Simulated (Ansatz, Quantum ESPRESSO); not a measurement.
# Band line-up of the MgS/ZnSe(110) superlattice, 5 + 5 layers, a = 5.606 Å, part 4 of 7

Aim: valence and conduction offsets of the MgS/ZnSe(110) superlattice, 5 + 5 layers, a = 5.606 Å from the line-up of mean potentials.

Quantum ESPRESSO 7.5; plane-wave DFT, LDA, GBRV ultrasoft pseudopotentials; cross-check by Ansatz 0.2.0 with PAW datasets.

So far. Step 3 (SCF with pw.x of bulk MgS): The run needed 8 iterations to bring the estimated error under 1e-07 Ry.

## 8. Band structure of bulk ZnSe

b.bands.in

```
&control
  prefix = 'b.bands'
  outdir = './out'
  pseudo_dir = './pseudo'
  calculation = 'bands'
/
&system
  ibrav = 0
  nat = 4
  ntyp = 2
  ecutwfc = 40
  ecutrho = 200
  occupations = 'smearing'
  smearing = 'fd'
  degauss = 0.002
  nbnd = 34
/
&electrons
  conv_thr = 1e-07
  mixing_beta = 0.5
  electron_maxstep = 120
/
ATOMIC_SPECIES
  Zn  65.3800  zn_lda_v1.uspp.F.UPF
  Se  78.9710  se_lda_v1.uspp.F.UPF
CELL_PARAMETERS angstrom
  5.60600000000000 0.00000000000000 0.00000000000000
  0.00000000000000 3.96404061533178 0.00000000000000
  0.00000000000000 0.00000000000000 3.96404061533178
ATOMIC_POSITIONS crystal
  Zn  0.000000000000 0.000000000000 0.000000000000
  Se  0.250000000000 0.500000000000 0.000000000000
  Zn  0.500000000000 0.500000000000 0.500000000000
  Se  0.750000000000 0.000000000000 0.500000000000
K_POINTS crystal_b
6
  0.0000000000 0.0000000000 0.0000000000 20
  1.0000000000 0.0000000000 0.0000000000 1
  0.0000000000 0.0000000000 0.0000000000 20
  0.5000000000 0.0000000000 0.5000000000 1
  0.0000000000 0.0000000000 0.0000000000 20
  0.0000000000 0.5000000000 0.5000000000 1
```

Command:

```bash
$ cp -r out/b.save out/b.bands.save
$ cp out/b.xml out/b.bands.xml
$ OMP_NUM_THREADS=1 mpirun -n 4 pw.x -nk 4 -in b.bands.in > b.bands.out
```

Output:

```text
[banner, memory and clock lines left out]
Program PWSCF v.7.5 starts

          URL

     Atomic positions and unit cell read from directory:
     ./out/b.bands.save/

     Found identity + (  0.5000 -0.5000 -0.5000) symmetry
     This is a supercell, fractional translations are disabled
     Message from routine setup:
     using ibrav=0 with symmetry is DISCOURAGED, use correct ibrav instead

     G-vector sticks info

     bravais-lattice index     =            0
     lattice parameter (alat)  =      10.5938  a.u.
     unit-cell volume          =     594.4644 (a.u.)^3
     number of atoms/cell      =            4
     number of atomic types    =            2
     number of electrons       =        52.00
     number of Kohn-Sham states=           34
     kinetic-energy cutoff     =      40.0000  Ry
     charge density cutoff     =     200.0000  Ry
     Exchange-correlation= SLA  PZ   NOGX NOGC
                           (   1   1   0   0   0   0   0)

     celldm(1)=  10.593805  celldm(2)=   0.000000  celldm(3)=   0.000000
     celldm(4)=   0.000000  celldm(5)=   0.000000  celldm(6)=   0.000000

     crystal axes: (cart. coord. in units of alat)
               a(1) = (   1.000000   0.000000   0.000000 )
               a(2) = (   0.000000   0.707107   0.000000 )
               a(3) = (   0.000000   0.000000   0.707107 )

     reciprocal axes: (cart. coord. in units 2 pi/alat)
               b(1) = (  1.000000  0.000000  0.000000 )
               b(2) = (  0.000000  1.414214  0.000000 )
               b(3) = (  0.000000  0.000000  1.414214 )

     PseudoPot. # 1 for Zn read from file:
     ./pseudo/zn_lda_v1.uspp.F.UPF
     Pseudo is Ultrasoft, Zval = 20.0
     Generated by new atomic code, or converted to UPF format
     Using radial grid of  943 points,  6 beta functions with:
                l(1) =   0
                l(2) =   0
                l(3) =   1
                l(4) =   1
                l(5) =   2
                l(6) =   2
     Q(r) pseudized with  8 coefficients,  rinner =    1.100   1.100   1.100
                                                       1.100   1.100

     PseudoPot. # 2 for Se read from file:
     ./pseudo/se_lda_v1.uspp.F.UPF
     Pseudo is Ultrasoft + core correction, Zval =  6.0
     Generated by new atomic code, or converted to UPF format
     Using radial grid of  877 points,  6 beta functions with:
                l(1) =   0
                l(2) =   0
                l(3) =   1
                l(4) =   1
                l(5) =   2
                l(6) =   2
     Q(r) pseudized with  8 coefficients,  rinner =    1.300   1.300   1.300
                                                       1.300   1.300

     atomic species   valence    mass     pseudopotential
     Zn               20.00    65.38000     Zn( 1.00)
     Se                6.00    78.97100     Se( 1.00)

      8 Sym. Ops. (no inversion) found

   Cartesian axes

     site n.     atom                  positions (alat units)
         1        Zn     tau(   1) = (   0.0000000   0.0000000   0.0000000  )
         2        Se     tau(   2) = (   0.2500000   0.3535534   0.0000000  )
         3        Zn     tau(   3) = (   0.5000000   0.3535534   0.3535534  )
         4        Se     tau(   4) = (   0.7500000   0.0000000   0.3535534  )

     number of k points=    63  Fermi-Dirac smearing, width (Ry)=  0.0020
                       cart. coord. in units 2pi/alat
        k(    1) = (   0.0000000   0.0000000   0.0000000), wk =   0.0317460
        k(    2) = (   0.0500000   0.0000000   0.0000000), wk =   0.0317460
        k(    3) = (   0.1000000   0.0000000   0.0000000), wk =   0.0317460
        k(    4) = (   0.1500000   0.0000000   0.0000000), wk =   0.0317460
        k(    5) = (   0.2000000   0.0000000   0.0000000), wk =   0.0317460
        k(    6) = (   0.2500000   0.0000000   0.0000000), wk =   0.0317460
        k(    7) = (   0.3000000   0.0000000   0.0000000), wk =   0.0317460
        k(    8) = (   0.3500000   0.0000000   0.0000000), wk =   0.0317460
        k(    9) = (   0.4000000   0.0000000   0.0000000), wk =   0.0317460
        k(   10) = (   0.4500000   0.0000000   0.0000000), wk =   0.0317460
        k(   11) = (   0.5000000   0.0000000   0.0000000), wk =   0.0317460
        k(   12) = (   0.5500000   0.0000000   0.0000000), wk =   0.0317460
        k(   13) = (   0.6000000   0.0000000   0.0000000), wk =   0.0317460
        k(   14) = (   0.6500000   0.0000000   0.0000000), wk =   0.0317460
        k(   15) = (   0.7000000   0.0000000   0.0000000), wk =   0.0317460
        k(   16) = (   0.7500000   0.0000000   0.0000000), wk =   0.0317460
        k(   17) = (   0.8000000   0.0000000   0.0000000), wk =   0.0317460
        k(   18) = (   0.8500000   0.0000000   0.0000000), wk =   0.0317460
        k(   19) = (   0.9000000   0.0000000   0.0000000), wk =   0.0317460
        k(   20) = (   0.9500000   0.0000000   0.0000000), wk =   0.0317460
        k(   21) = (   1.0000000   0.0000000   0.0000000), wk =   0.0317460
        k(   22) = (   0.0000000   0.0000000   0.0000000), wk =   0.0317460
        k(   23) = (   0.0250000   0.0000000   0.0353553), wk =   0.0317460
        k(   24) = (   0.0500000   0.0000000   0.0707107), wk =   0.0317460
        k(   25) = (   0.0750000   0.0000000   0.1060660), wk =   0.0317460
        k(   26) = (   0.1000000   0.0000000   0.1414214), wk =   0.0317460
        k(   27) = (   0.1250000   0.0000000   0.1767767), wk =   0.0317460
        k(   28) = (   0.1500000   0.0000000   0.2121320), wk =   0.0317460
        k(   29) = (   0.1750000   0.0000000   0.2474874), wk =   0.0317460
        k(   30) = (   0.2000000   0.0000000   0.2828427), wk =   0.0317460
        k(   31) = (   0.2250000   0.0000000   0.3181981), wk =   0.0317460
        k(   32) = (   0.2500000   0.0000000   0.3535534), wk =   0.0317460
        k(   33) = (   0.2750000   0.0000000   0.3889087), wk =   0.0317460
        k(   34) = (   0.3000000   0.0000000   0.4242641), wk =   0.0317460
        k(   35) = (   0.3250000   0.0000000   0.4596194), wk =   0.0317460
        k(   36) = (   0.3500000   0.0000000   0.4949747), wk =   0.0317460
        k(   37) = (   0.3750000   0.0000000   0.5303301), wk =   0.0317460
        k(   38) = (   0.4000000   0.0000000   0.5656854), wk =   0.0317460
        k(   39) = (   0.4250000   0.0000000   0.6010408), wk =   0.0317460
        k(   40) = (   0.4500000   0.0000000   0.6363961), wk =   0.0317460
        k(   41) = (   0.4750000   0.0000000   0.6717514), wk =   0.0317460
        k(   42) = (   0.5000000   0.0000000   0.7071068), wk =   0.0317460
        k(   43) = (   0.0000000   0.0000000   0.0000000), wk =   0.0317460
[...]
14.9017  14.9018

          k = 0.0000 0.0000 0.0000 (  2509 PWs)   bands (ev):

  -118.0632-118.0624 -72.6949 -72.6948 -72.6948 -72.6941 -72.6940 -72.6940
    -7.0677  -5.9272  -0.3010  -0.3010  -0.3010  -0.2866  -0.0315  -0.0315
     0.0923   0.0923   0.1446   0.2806   1.4979   4.1477   4.1477   6.4757
     6.4759   6.4759   7.6315   9.2093   9.7895  12.1696  12.1696  12.1696
    16.2275  17.2124

          k = 0.0000 0.0354 0.0354 (  2515 PWs)   bands (ev):

  -118.0632-118.0624 -72.6949 -72.6948 -72.6948 -72.6941 -72.6940 -72.6940
    -7.0617  -5.9270  -0.3016  -0.2997  -0.2997  -0.2840  -0.0332  -0.0309
     0.0918   0.0926   0.1438   0.2842   1.4990   4.1312   4.1327   6.3542
     6.4546   6.4548   7.7592   9.2506   9.8288  12.1271  12.2004  12.2004
    16.2902  17.1177

          k = 0.0000 0.0707 0.0707 (  2519 PWs)   bands (ev):

  -118.0632-118.0624 -72.6949 -72.6948 -72.6948 -72.6941 -72.6940 -72.6940
    -7.0441  -5.9267  -0.3032  -0.2958  -0.2958  -0.2765  -0.0378  -0.0290
     0.0901   0.0936   0.1415   0.2946   1.5023   4.0839   4.0901   6.0810
     6.3929   6.3931   8.0501   9.3720   9.9442  12.0073  12.2912  12.2912
    16.4656  16.8812

          k = 0.0000 0.1061 0.1061 (  2539 PWs)   bands (ev):

  -118.0632-118.0624 -72.6949 -72.6948 -72.6948 -72.6941 -72.6940 -72.6940
    -7.0149  -5.9260  -0.3058  -0.2895  -0.2894  -0.2647  -0.0446  -0.0257
     0.0874   0.0952   0.1375   0.3105   1.5076   4.0119   4.0256   5.7557
     6.2951   6.2952   8.4022   9.5677  10.1294  11.8293  12.4376  12.4376
    16.5571  16.6517

          k = 0.0000 0.1414 0.1414 (  2551 PWs)   bands (ev):

  -118.0632-118.0624 -72.6949 -72.6948 -72.6948 -72.6941 -72.6941 -72.6941
    -6.9747  -5.9253  -0.3091  -0.2806  -0.2806  -0.2498  -0.0524  -0.0206
     0.0838   0.0973   0.1318   0.3300   1.5147   3.9236   3.9474   5.4156
     6.1673   6.1674   8.7740   9.8289  10.3751  11.6138  12.6332  12.6332
    16.1736  16.2645

          k = 0.0000 0.1768 0.1768 (  2561 PWs)   bands (ev):

  -118.0632-118.0624 -72.6949 -72.6948 -72.6948 -72.6941 -72.6941 -72.6941
    -6.9240  -5.9244  -0.3128  -0.2694  -0.2693  -0.2334  -0.0604  -0.0135
     0.0796   0.1000   0.1241   0.3511   1.5232   3.8283   3.8640   5.0739
     6.0167   6.0168   9.1453  10.1460  10.6697  11.3785  12.8711  12.8711
    15.6761  15.7514

          k = 0.0000 0.2121 0.2121 (  2563 PWs)   bands (ev):

  -118.0632-118.0624 -72.6949 -72.6948 -72.6948 -72.6941 -72.6941 -72.6941
    -6.8637  -5.9236  -0.3166  -0.2559  -0.2559  -0.2171  -0.0677  -0.0039
     0.0750   0.1031   0.1144   0.3720   1.5323   3.7354   3.7838   4.7362
     5.8501   5.8502   9.5008  10.5079  10.9996  11.1360  13.1445  13.1445
    15.0840  15.3102

          k = 0.0000 0.2475 0.2475 (  2571 PWs)   bands (ev):

  -118.0632-118.0624 -72.6949 -72.6948 -72.6948 -72.6941 -72.6941 -72.6941
    -6.7946  -5.9228  -0.3199  -0.2403  -0.2403  -0.2027  -0.0739   0.0084
     0.0704   0.1027   0.1066   0.3907   1.5411   3.6532   3.7137   4.4050
     5.6738   5.6739   9.8239  10.8953  10.9010  11.3472  13.4473  13.4473
    14.5087  14.8722

          k = 0.0000 0.2828 0.2828 (  2553 PWs)   bands (ev):

  -118.0632-118.0624 -72.6949 -72.6948 -72.6948 -72.6941 -72.6941 -72.6941
    -6.7182  -5.9222  -0.3224  -0.2228  -0.2228  -0.1917  -0.0785   0.0230
     0.0663   0.0889   0.1104   0.4055   1.5486   3.5889   3.6595   4.0818
     5.4931   5.4933  10.0951  10.6624  11.3025  11.6838  13.7743  13.7743
    13.9761  14.4689

          k = 0.0000 0.3182 0.3182 (  2551 PWs)   bands (ev):

  -118.0632-118.0624 -72.6949 -72.6949 -72.6948 -72.6941 -72.6941 -72.6941
    -6.6357  -5.9218  -0.3237  -0.2038  -0.2038  -0.1848  -0.0813   0.0393
     0.0635   0.0734   0.1144   0.4150   1.5536   3.5479   3.6253   3.7677
     5.3128   5.3129  10.2943  10.4413  11.6579  11.9548  13.5418  14.1211
    14.1212  14.1571

          k = 0.0000 0.3536 0.3536 (  2539 PWs)   bands (ev):

  -118.0632-118.0624 -72.6949 -72.6949 -72.6949 -72.6941 -72.6941 -72.6941
    -6.5488  -5.9216  -0.3234  -0.1835  -0.1835  -0.1824  -0.0823   0.0542
     0.0588   0.0628   0.1185   0.4182   1.5554   3.4634   3.5339   3.6136
     5.1366   5.1368  10.2346  10.4081  11.8222  12.0663  13.3511  14.0320
    14.4843  14.4843

          k = 0.0000 0.3889 0.3889 (  2535 PWs)   bands (ev):

  -118.0632-118.0624 -72.6949 -72.6949 -72.6949 -72.6941 -72.6941 -72.6941
    -6.4595  -5.9218  -0.3214  -0.1848  -0.1624  -0.1624  -0.0813   0.0393
     0.0652   0.0734   0.1226   0.4150   1.5536   3.1701   3.5479   3.6253
     4.9680   4.9681  10.0446  10.4366  11.6579  11.9548  13.5418  14.1572
    14.7450  14.8606

          k = 0.0000 0.4243 0.4243 (  2533 PWs)   bands (ev):

  -118.0632-118.0624 -72.6949 -72.6949 -72.6949 -72.6941 -72.6941 -72.6941
    -6.3698  -5.9222  -0.3177  -0.1917  -0.1410  -0.1410  -0.0785   0.0230
     0.0720   0.0889   0.1265   0.4055   1.5486   2.8891   3.5888   3.6595
     4.8096   4.8097   9.8724  10.3963  11.3026  11.6838  13.9761  14.4690
    14.9607  15.2472

          k = 0.0000 0.4596 0.4596 (  2535 PWs)   bands (ev):

  -118.0632-118.0624 -72.6949 -72.6949 -72.6949 -72.6941 -72.6941 -72.6941
    -6.2821  -5.9228  -0.3128  -0.2027  -0.1198  -0.1198  -0.0739   0.0084
     0.0845   0.1026   0.1303   0.3907   1.5411   2.6221   3.6531   3.7137
     4.6639   4.6640   9.7190  10.3112  10.9010  11.3472  14.5087  14.8722
    15.2555  15.6412

          k = 0.0000 0.4950 0.4950 (  2542 PWs)   bands (ev):

  -118.0632-118.0624 -72.6949 -72.6949 -72.6949 -72.6941 -72.6941 -72.6941
    -6.1990  -5.9236  -0.3070  -0.2171  -0.0995  -0.0994  -0.0677  -0.0039
     0.1040   0.1144   0.1338   0.3720   1.5323   2.3716   3.7353   3.7838
     4.5331   4.5332   9.5850  10.2045  10.5079  10.9996  15.0839  15.3103
    15.6004  16.0386

          k = 0.0000 0.5303 0.5303 (  2548 PWs)   bands (ev):

  -118.0632-118.0624 -72.6949 -72.6949 -72.6949 -72.6941 -72.6941 -72.6941
    -6.1228  -5.9244  -0.3012  -0.2333  -0.0807  -0.0806  -0.0604  -0.0135
     0.1241   0.1311   0.1369   0.3511   1.5232   2.1407   3.8282   3.8640
     4.4190   4.4191   9.4709  10.0939  10.1460  10.6696  15.6760  15.7515
    15.9686  16.4341

          k = 0.0000 0.5657 0.5657 (  2534 PWs)   bands (ev):

  -118.0632-118.0624 -72.6949 -72.6949 -72.6949 -72.6941 -72.6941 -72.6941
    -6.0562  -5.9253  -0.2960  -0.2498  -0.0641  -0.0640  -0.0524  -0.0206
     0.1317   0.1396   0.1652   0.3299   1.5148   1.9339   3.9235   3.9474
     4.3233   4.3234   9.3771   9.8290   9.9918  10.3751  16.1737  16.2645
    16.3353  16.8190

          k = 0.0000 0.6010 0.6010 (  2534 PWs)   bands (ev):

  -118.0632-118.0624 -72.6949 -72.6949 -72.6949 -72.6941 -72.6941 -72.6941
    -6.0015  -5.9260  -0.2918  -0.2646  -0.0503  -0.0503  -0.0446  -0.0257
     0.1375   0.1417   0.2038   0.3104   1.5077   1.7573   4.0118   4.0256
     4.2473   4.2474   9.3039   9.5677   9.9062  10.1294  16.5572  16.6743
    16.8229  17.1786

          k = 0.0000 0.6364 0.6364 (  2542 PWs)   bands (ev):

  -118.0632-118.0624 -72.6949 -72.6949 -72.6949 -72.6941 -72.6941 -72.6941
    -5.9608  -5.9267  -0.2889  -0.2764  -0.0401  -0.0401  -0.0378  -0.0290
     0.1415   0.1433   0.2414   0.2946   1.5023   1.6190   4.0838   4.0901
     4.1922   4.1923   9.2514   9.3720   9.8422   9.9442  16.8813  16.9555
    17.3095  17.4878

          k = 0.0000 0.6718 0.6718 (  2550 PWs)   bands (ev):

  -118.0632-118.0624 -72.6949 -72.6949 -72.6949 -72.6941 -72.6941 -72.6941
    -5.9357  -5.9271  -0.2871  -0.2840  -0.0338  -0.0337  -0.0330  -0.0309
     0.1438   0.1443   0.2698   0.2842   1.4990   1.5292   4.1311   4.1327
     4.1587   4.1589   9.2199   9.2506   9.8028   9.8288  17.1178  17.1450
    17.6579  17.7066

          k = 0.0000 0.7071 0.7071 (  2532 PWs)   bands (ev):

  -118.0632-118.0624 -72.6949 -72.6949 -72.6949 -72.6941 -72.6941 -72.6941
    -5.9272  -5.9272  -0.2867  -0.2864  -0.0318  -0.0315  -0.0315  -0.0312
     0.1444   0.1448   0.2806   0.2806   1.4979   1.4979   4.1476   4.1476
     4.1476   4.1477   9.2094   9.2094   9.7895   9.7895  17.2125  17.2125
    17.7874  17.7874

     XML data file, pseudopotentials, collected wavefunctions

                                        0.00s GPU  (    1025 calls)
```

Wall time 26 s (4 MPI ranks of Arm Neoverse V2, shared host); peak memory 0.29 GiB.

Numbers from this step:

```
valence top, on the run's zero       : 6.476 eV
conduction bottom, on the run's zero : 7.631 eV
gap by band count                    : 1.156 eV
```

Band numbers count within the set of bands kept for display; the cell holds two formula units, so the X point along 001 folds onto the zone centre. Electronic bands along the path, in eV, zero at the Fermi level, which the smearing puts inside the gap; v1 is the highest filled band, c1 the lowest empty one:

```
  point     v4     v3     v2     v1    c1    c2    c3    c4
      L  -1.59  -1.59  -1.59  -1.59  1.74  1.74  5.62  5.62
halfway  -3.27  -2.36  -1.17  -1.17  1.97  2.93  4.88  5.69
      Γ  -2.99  -0.66  -0.66  -0.66  0.49  2.07  2.65  5.03
halfway  -3.60  -3.53  -2.00  -2.00  3.10  3.27  4.68  4.93
      X  -2.99  -2.99  -2.99  -2.99  2.07  2.07  2.65  2.65
```

## 9. Electrostatic potential of bulk ZnSe

b.pot.in

```
&inputpp
  prefix = 'b'
  outdir = './out'
  filplot = 'b.pot.dat'
  plot_num = 11
/
```

Command:

```bash
$ OMP_NUM_THREADS=1 mpirun -n 4 pp.x -in b.pot.in > b.pot.out
```

It took 0.81 s on 4 MPI ranks; peak memory 0.09 GiB; 2.9 s of CPU time.

## 10. Planar and running averages of bulk ZnSe

b.avg.in

```
1
b.pot.dat
1.0
40
3
7.4909511099
```

Command:

```bash
$ OMP_NUM_THREADS=1 average.x < b.avg.in > b.avg.out
```

Run time: 0.48 s. Hardware: 1 MPI rank; peak memory 0.1 GiB.

This step gave:

| Property | Result |
| --- | --- |
| average.x's running mean over the crystal, on the run's own zero | 2.881 eV |
| mean potential by an exact Fourier window over the crystal, on the run's own zero | 2.881 eV |

(Continued in part 5 of 7.)

[Logs are printed without paths, hosts, clocks, repeated set-up lines and the standing remarks that a program may print on its own settings, such as how far it seeks lower states.]

[Hosts, paths, dates, database ids (printed as entryN), source tags and the programs' standing remarks are cut or masked in the printed files.]

[Maps of the electrostatic potential energy from Ansatz leave out the sawtooth potential of an applied field or a dipole correction, so their vacuum need not be flat; planar profiles and work functions include it.]
